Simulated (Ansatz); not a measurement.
All-electron card of EuO

```yaml
crystal:
  lattice:
    - [0.00000, 2.57195, 2.57195]
    - [2.57195, 0.00000, 2.57195]
    - [2.57195, 2.57195, 0.00000]
  atoms:
    - { symbol: Eu, position: [0.00000, 0.00000, 0.00000] }
    - { symbol: O, position: [0.50000, 0.50000, 0.50000] }
```

Atom numbers follow the list: Eu1, O2.

Conventional cell: a = 5.144 Å, b = 5.144 Å, c = 5.144 Å, α = 90.00°, β = 90.00°, γ = 90.00°. Eu (atom 1) has 6 O at 2.57 Å as nearest neighbours. Around O (atom 2) lie 6 Eu at 2.57 Å.

The geometry is COD entry 9008633, unchecked; take it as a test cell.

Semilocal functionals without a Hubbard term describe localised f shells poorly; where the shell is localised, the real material differs.

The magnetic state is the one reached from the start moments; no search over orders was made, so it needn't be the ground state.

Spin–orbit coupling is left out, though it moves levels of the heavy atoms by tenths of an eV or more.

All numbers are computed: DFT, PBE, all-electron LAPW, scalar-relativistic (Ansatz 0.2.0); DFT, PBE, PAW with Ansatz's default frozen-core files, scalar-relativistic (Ansatz 0.2.0).

For LAPW: a Γ-centred 14×14×14 k mesh, Fermi–Dirac smearing of 0.03 eV, basis error target 0.5 meV/atom, spin-polarised from start moments Eu1 7 μB. PAW takes a cutoff of 420 eV at this cell. The Ansatz runs share mesh, smearing and spin set-up. Values come from LAPW unless marked.

```
Pressure at this cell                                                                                                  : -3.99 GPa
Band gap                                                                                                               : none at this level of theory (metallic, semimetallic, or a small gap that the functional closes)
Moment of the cell                                                                                                     : 6.98 μB
Moments in the spheres                                                                                                 : Eu1 6.83, O2 -0.09 μB
Density of states at the Fermi level (0.2 eV bin)                                                                      : 1.03 states/eV per cell
Löwdin charges (with 0.04 e of the cell spilling out of the atomic basis, so their sizes and signs hang on that basis) : Eu1 0.59, O2 -0.55 e
Bader charges (from the PAW run)                                                                                       : Eu1 +1.44, O2 -1.44 e
Volume per atom                                                                                                        : 17.01 Å³
```
